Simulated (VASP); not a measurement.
# CdTe (I-4m2) in VASP: further runs

One crystal, CdTe, is run at these levels: PBE; tasks: single point.

Program: VASP 6.6.1. These are calculated values, not measurements. Logs are shortened: lines on timing, memory, paths and dates and some standing lists are left out, and cuts for length are marked.

**1. The cell of the first run**

The structure is tetragonal, space group I-4m2 (No. 119). Conventional cell: a = 4.533 Å, b = 4.533 Å, c = 6.570 Å, α = 90.00°, β = 90.00°, γ = 90.00°. Cd (site symmetry -4m2) is surrounded by 4 Te at 2.80 Å. Te (site symmetry -4m2) is surrounded by 4 Cd at 2.80 Å.

**2. Single point, PBE (strain +0.000 along x and y, +0.025 along z, atoms carried along)**

Input file INCAR:

```
SYSTEM = CdTe
  PREC = Accurate
  ENCUT = 520
  EDIFF = 1E-7
  ISMEAR = 0
  SIGMA = 0.05
  LREAL = .False.
  LASPH = .True.
  NELM = 100
  ALGO = Normal
  ISIF = 2
  LWAVE = .False.
  LCHARG = .False.
  GGA = PE
  NBANDS = 16
```

Input file KPOINTS:

```
regular mesh
0
Gamma
  8 8 8
  0 0 0
```

Input file POSCAR:

```
CdTe
1.0
    0.0000000000      3.2050000000      3.2851250000
    3.2050000000      0.0000000000      3.2851250000
    3.2050000000      3.2050000000      0.0000000000
Cd Te
1 1
Direct
    0.0000000000      0.0000000000      0.0000000000
    0.7500000000      0.7500000000      0.7500000000
```

Potentials or basis: VASP PAW PBE potentials, release 64 (Cd, Te).

On the command line:

```bash
$ cat potpaw_PBE.64/Cd/POTCAR potpaw_PBE.64/Te/POTCAR > POTCAR
$ mpirun -np 1 vasp_std > vasp.out
```

OUTCAR:

```text
SYSTEM = CdTe
   PREC = Accurate
   ENCUT = 520
   EDIFF = 1E-7
   ISMEAR = 0
   LREAL = .False.
   LASPH = .True.
   NELM = 100
   ISIF = 2
   GGA = PE

 ion  position               nearest neighbor table
   1  0.000  0.000  0.000-   2 2.80   2 2.80   2 2.80   2 2.80
   2  0.750  0.750  0.750-   1 2.80   1 2.80   1 2.80   1 2.80

  LATTYP: Found a body centered tetragonal cell.
 ALAT       =     4.5325544674
 C/A-ratio  =     1.4495689014

  Lattice vectors:

 A1 = (  -3.2050000000,   0.0000000000,   3.2851250000)
 A2 = (   3.2050000000,   0.0000000000,   3.2851250000)
 A3 = (   0.0000000000,   3.2050000000,  -3.2851250000)

Analysis of symmetry for initial positions (statically):
=====================================================================
 Subroutine PRICEL returns:
 Original cell was already a primitive cell.

 Routine SETGRP: Setting up the symmetry group for a
 body centered tetragonal supercell.

 Subroutine GETGRP returns: Found  8 space group operations
 (whereof  8 operations were pure point group operations)
 out of a pool of 16 trial point group operations.

The static configuration has the point symmetry D_2d.

Analysis of symmetry for dynamics (positions and initial velocities):
=====================================================================
 Subroutine PRICEL returns:
 Original cell was already a primitive cell.

 Routine SETGRP: Setting up the symmetry group for a
 body centered tetragonal supercell.

 Subroutine GETGRP returns: Found  8 space group operations
 (whereof  8 operations were pure point group operations)
 out of a pool of 16 trial point group operations.

The dynamic configuration has the point symmetry D_2d.

 Subroutine INISYM returns: Found  8 space group operations
 (whereof  8 operations are pure point group operations),
 and found     1 'primitive' translations

----------------------------------------------------------------------------------------

                                     Primitive cell

  volume of cell :      67.4898

  direct lattice vectors                    reciprocal lattice vectors
     0.000000000  3.205000000  3.285125000    -0.156006240  0.156006240  0.152201210
     3.205000000  0.000000000  3.285125000     0.156006240 -0.156006240  0.152201210
     3.205000000  3.205000000  0.000000000     0.156006240  0.156006240 -0.152201210

  length of vectors
     4.589561119  4.589561119  4.532554467     0.268031905  0.268031905  0.268031905

  position of ions in fractional coordinates (direct lattice)
     0.000000000  0.000000000  0.000000000
     0.750000000  0.750000000  0.750000000

  ion indices of the primitive-cell ions
   primitive index   ion index
                 1           1
                 2           2

----------------------------------------------------------------------------------------

 KPOINTS: regular mesh

Automatic generation of k-mesh.
 Grid dimensions read from file:
 generate k-points for:    8    8    8

 Generating k-lattice:

  Cartesian coordinates                     Fractional coordinates (reciprocal lattice)
    -0.019500780  0.019500780  0.019025151     0.125000000  0.000000000  0.000000000
     0.019500780 -0.019500780  0.019025151     0.000000000  0.125000000  0.000000000
     0.019500780  0.019500780 -0.019025151    -0.000000000 -0.000000000  0.125000000

  Length of vectors
     0.033503988  0.033503988  0.033503988

  Shift w.r.t. Gamma in fractional coordinates (k-lattice)
     0.000000000  0.000000000  0.000000000

 Subroutine IBZKPT returns following result:
 ===========================================

 Found     59 irreducible k-points:

 Following reciprocal coordinates:
            Coordinates               Weight
  0.000000  0.000000  0.000000      1.000000
  0.125000  0.000000  0.000000      8.000000
  0.250000  0.000000  0.000000      8.000000
  0.375000  0.000000  0.000000      8.000000
  0.500000  0.000000  0.000000      4.000000
  0.125000  0.125000  0.000000      2.000000
[... 16 lines left out ...]
  0.250000  0.000000  0.125000     16.000000
  0.375000  0.000000  0.125000     16.000000
 [... further k-points ...]
   k-points           NKPTS =     59   k-points in BZ     NKDIM =     59   number of bands    NBANDS=     16
   number of dos      NEDOS =    301   number of ions     NIONS =      2
   total plane-waves  NPLWV =  46656
   dimension x,y,z NGX =    36 NGY =   36 NGZ =   36
   dimension x,y,z NGXF=    72 NGYF=   72 NGZF=   72
   ions per type =               1   1
   NGX,Y,Z   is equivalent  to a cutoff of  13.04, 13.04, 13.20 a.u.
   NGXF,Y,Z  is equivalent  to a cutoff of  26.08, 26.08, 26.41 a.u.
 SYSTEM =  CdTe
   PREC   = accura    normal or accurate (medium, high low for compatibility)
   ISTART =      0    job   : 0-new  1-cont  2-samecut
   ICHARG =      2    charge: 1-file 2-atom 10-const
   ISPIN  =      1    spin polarized calculation?
   LNONCOLLINEAR =      F non collinear calculations
   LSORBIT =      F    spin-orbit coupling
   LASPH  =      T    aspherical Exc in radial PAW
   ENCUT  =  520.0 eV  38.22 Ry    6.18 a.u.   8.53  8.53  8.43*2*pi/ulx,y,z
   NELM   =    100;   NELMIN=  2; NELMDL= -5     # of ELM steps
   EDIFF  = 0.1E-06   stopping-criterion for ELM
   LREAL  =      F    real-space projection
   EDIFFG = 0.1E-05   stopping-criterion for IOM
   NSW    =      0    number of steps for IOM
   IBRION =     -1    ionic relax: 0-MD 1-quasi-New 2-CG
   NFREE  =      0    steps in history (QN), initial steepest desc. (CG)
   ISIF   =      2    stress and relaxation
   ISYM   =      2    0-nonsym 1-usesym 2-fastsym
   POTIM  = 0.5000    time-step for ionic-motion
   TEBEG  =    0.0;   TEEND  =   0.0 temperature during run
   PSTRESS=    0.0 pullay stress
   NELECT =      18.0000    total number of electrons
   NUPDOWN=      -1.0000    fix difference up-down
   EMIN   =  10.00;   EMAX   =-10.00  energy-range for DOS
   EFERMI =   0.00;   METHOD = LEGACY
   ISMEAR =     0;   SIGMA  =   0.05  broadening in eV -4-tet -1-fermi 0-gaus
   EFERMI_NEDOS =   21; number of points for ismear=-14 and -15
   IALGO  =     38    algorithm
   IMIX   =      4    mixing-type and parameters
     AMIX     =   0.40;   BMIX     =  1.00
     AMIX_MAG =   1.60;   BMIX_MAG =  1.00
  volume/ion in A,a.u.               =      33.74       227.72
  Fermi-wavevector in a.u.,A,eV,Ry     =   1.053787  1.991369 15.108834  1.110468
  Thomas-Fermi vector in A             =   2.188923
   LORBIT       =      0    0 simple, 1 ext, 2 COOP (PROOUT), +10 PAW based schemes
   GGA     = PE    functional components
   LHFCALC =     F    Hartree Fock is set to
   AEXX    =    0.0000 exact exchange contribution
   IVDW    =     0    specifies the selected vdW correction
   LEPSILON=     F    determine dielectric tensor
   LRPA    =     F    only Hartree local field effects (RPA)
 non-spin polarized calculation
 Gauss-broadening in eV      SIGMA  =   0.05
  energy-cutoff  :      520.00
  volume of cell :       67.49
 maximum number of plane-waves:      1849
 NGX is ok and might be reduce to    36
   NGX = 17   NGY = 17   NGZ = 17

 number of electron      17.9999996 magnetization

 Free energy of the ion-electron system (eV)
  ---------------------------------------------------
  ext. energy  EPLUGINS =         0.00000000
  ---------------------------------------------------
  free energy    TOTEN  =        -4.76386328 eV

  energy without entropy =       -4.76386328  energy(sigma->0) =       -4.76386328

 E-fermi :   2.7238     XC(G=0):  -8.6221

 val. band max:        2.4511314462   @ k =   0.0000   0.0000   0.0000
 cond. band min:       3.2177421834   @ k =   0.0000   0.0000   0.0000
 fundamental gap:      0.7666107371
 Fermi energy:         2.7238175514

 k-point     1 :       0.0000    0.0000    0.0000
  band No.  band energies     occupation
      1      -8.7970      2.00000
      2      -5.8961      2.00000
      3      -5.8898      2.00000
      4      -5.8898      2.00000
      5      -5.6275      2.00000
      6      -5.6235      2.00000
[... 8 lines left out ...]
     15      11.6078      0.00000
     16      11.9693      0.00000

 k-point     2 :       0.1250    0.0000    0.0000
  band No.  band energies     occupation
      1      -8.7375      2.00000
      2      -5.8830      2.00000
      3      -5.8784      2.00000
      4      -5.8458      2.00000
      5      -5.6279      2.00000
      6      -5.6249      2.00000
[... 8 lines left out ...]
     15      10.9606      0.00000
     16      11.1979      0.00000

 k-point     3 :       0.2500    0.0000    0.0000
  band No.  band energies     occupation
      1      -8.5933      2.00000
      2      -5.8579      2.00000
      3      -5.8529      2.00000
      4      -5.6918      2.00000
      5      -5.6257      2.00000
      6      -5.6252      2.00000
[... 8 lines left out ...]
     15      10.9035      0.00000
     16      10.9222      0.00000

 k-point     4 :       0.3750    0.0000    0.0000
  band No.  band energies     occupation
      1      -8.4505      2.00000
      2      -5.8376      2.00000
      3      -5.8313      2.00000
      4      -5.6219      2.00000
      5      -5.6195      2.00000
      6      -5.4312      2.00000
[... 8 lines left out ...]
     15      11.6577      0.00000
     16      11.7293      0.00000
[... 324 lines left out ...]
 k-point    22 :       0.1250    0.0000    0.1250
  band No.  band energies     occupation
      1      -8.7169      2.00000
      2      -5.8742      2.00000
      3      -5.8672      2.00000
      4      -5.8438      2.00000
      5      -5.6305      2.00000
      6      -5.6216      2.00000
[... 8 lines left out ...]
     15      11.0573      0.00000
     16      11.8222      0.00000

 k-point    23 :       0.2500    0.0000    0.1250
  band No.  band energies     occupation
      1      -8.6006      2.00000
      2      -5.8524      2.00000
      3      -5.8428      2.00000
      4      -5.7389      2.00000
      5      -5.6255      2.00000
      6      -5.6163      2.00000
[... 8 lines left out ...]
     15      11.6139      0.00000
     16      11.8694      0.00000

 k-point    24 :       0.3750    0.0000    0.1250
  band No.  band energies     occupation
      1      -8.4583      2.00000
      2      -5.8315      2.00000
      3      -5.8198      2.00000
      4      -5.6522      2.00000
      5      -5.6135      2.00000
      6      -5.4719      2.00000
[... 8 lines left out ...]
     15      11.6553      0.00000
     16      12.2724      0.00000

 [... further k-points ...]
[... 5 lines left out ...]
  --------------------------------------------------------------------------------------
  -------------------------------------------------------------------------------------
  Total        1.3549917      1.3549917      1.1996540      0.0000000      0.0000000     -0.0000000
  in kB       32.1669027     32.1669027     28.4792543      0.0000000      0.0000000     -0.0000000
  external PRESSURE =      30.9376866 kB  Pullay stress =       0.0000000 kB

 VOLUME and BASIS-vectors are now :
 -----------------------------------------------------------------------------
  energy-cutoff  :      520.00
  volume of cell :       67.49
      direct lattice vectors                 reciprocal lattice vectors
     0.000000000  3.205000000  3.285125000    -0.156006240  0.156006240  0.152201210
     3.205000000  0.000000000  3.285125000     0.156006240 -0.156006240  0.152201210
     3.205000000  3.205000000  0.000000000     0.156006240  0.156006240 -0.152201210

 POSITION                                       TOTAL-FORCE (eV/Angst)
 -----------------------------------------------------------------------------------
      0.00000      0.00000      0.00000        -0.000000      0.000000      0.000000
      4.80750      4.80750      4.92769         0.000000     -0.000000     -0.000000
 -----------------------------------------------------------------------------------
    total drift:                               -0.000000     -0.000000      0.000001

  FREE ENERGIE OF THE ION-ELECTRON SYSTEM (eV)
  ---------------------------------------------------
  free  energy   TOTEN  =        -4.7638632796 eV

  energy  without entropy=       -4.7638632796  energy(sigma->0) =       -4.76386328
```

Run time: 42 s. Hardware: 1 thread of AMD EPYC 9R45 (Zen 5), shared host; peak memory 0.21 GiB.

What came out:

```yaml
Free_energy: -4.7639 eV
Pressure: 3.1 GPa
Band_gap_on_the_k_mesh: 0.77 eV, direct
```

Stress tensor (GPa, compression positive):
```
3.22 0.00 0.00
0.00 3.22 0.00
0.00 0.00 2.85
```

Levels at points of the mesh, in eV from the valence-band top:
```csv
k point,band 6,band 7,band 8,band 9,band 10,band 11,band 12,band 13
"(0.00, 0.00, 0.00)",-8.07,-0.09,0.00,0.00,0.77,4.57,4.57,4.58
"(0.50, 0.00, 0.00)",-7.72,-4.50,-0.88,-0.75,1.79,5.09,5.23,7.07
"(0.50, 0.50, 0.00)",-7.60,-4.45,-1.85,-1.85,2.63,2.77,8.74,9.15
"(0.50, 0.00, 0.50)",-7.56,-4.33,-1.97,-1.94,2.53,2.58,8.91,9.04
```

Caveat: spin-orbit coupling is left out, which moves the levels of the heavy elements.

**3. Single point, PBE (strain -0.050 along x and y, +0.025 along z, atoms carried along)**

Input file INCAR:

```
SYSTEM = CdTe
PREC = Accurate
ENCUT = 520
EDIFF = 1E-6
ISMEAR = 0
SIGMA = 0.05
LREAL = .FALSE.
LASPH = .TRUE.
NELM = 100
ALGO = Fast
ISIF = 2
LWAVE = .FALSE.
LCHARG = .TRUE.
GGA = PE
LELF = .TRUE.
LVHAR = .TRUE.
NBANDS = 16
```

Input file KPOINTS:

```
regular mesh
0
G
  8 8 8
  0 0 0
```

Input file POSCAR:

```
CdTe
1.0
    0.0000000000      3.0447500000      3.2851250000
    3.0447500000      0.0000000000      3.2851250000
    3.0447500000      3.0447500000      0.0000000000
Cd Te
1 1
Direct
    0.0000000000      0.0000000000      0.0000000000
    0.7500000000      0.7500000000      0.7500000000
```

Potentials or basis: VASP PAW PBE potentials, release 64 (Cd, Te).

On the command line:

```bash
$ cat potpaw_PBE.64/Cd/POTCAR potpaw_PBE.64/Te/POTCAR > POTCAR
$ mpirun -np 1 vasp_std > vasp.out
```

Wall time 30 s (1 thread of AMD EPYC 9R45 (Zen 5), shared host); peak memory 0.2 GiB.

Results (log left out):

```yaml
Free_energy: -4.5109 eV
Pressure: 9.3 GPa
Band_gap_on_the_k_mesh: 0.99 eV, direct
```

Stress tensor (GPa, compression positive):
```
9.58 0.00 0.00
0.00 9.58 0.00
0.00 0.00 8.69
```

Levels at points of the mesh, in eV from the valence-band top:
| k point | band 7 | band 8 | band 9 | band 10 | band 11 | band 12 |
| --- | --- | --- | --- | --- | --- | --- |
| (0.00, 0.00, 0.00) | -0.32 | 0.00 | 0.00 | 0.99 | 4.43 | 4.44 |
| (0.50, 0.00, 0.00) | -5.20 | -1.27 | -0.83 | 1.75 | 4.87 | 5.29 |
| (0.50, 0.50, 0.00) | -5.25 | -2.11 | -2.11 | 2.50 | 2.92 | 8.95 |
| (0.50, 0.00, 0.50) | -4.82 | -2.55 | -2.41 | 2.12 | 2.31 | 9.11 |

Caveat: spin-orbit coupling is left out, which moves the levels of the heavy elements.

(Part 1 of 2 ends here.)
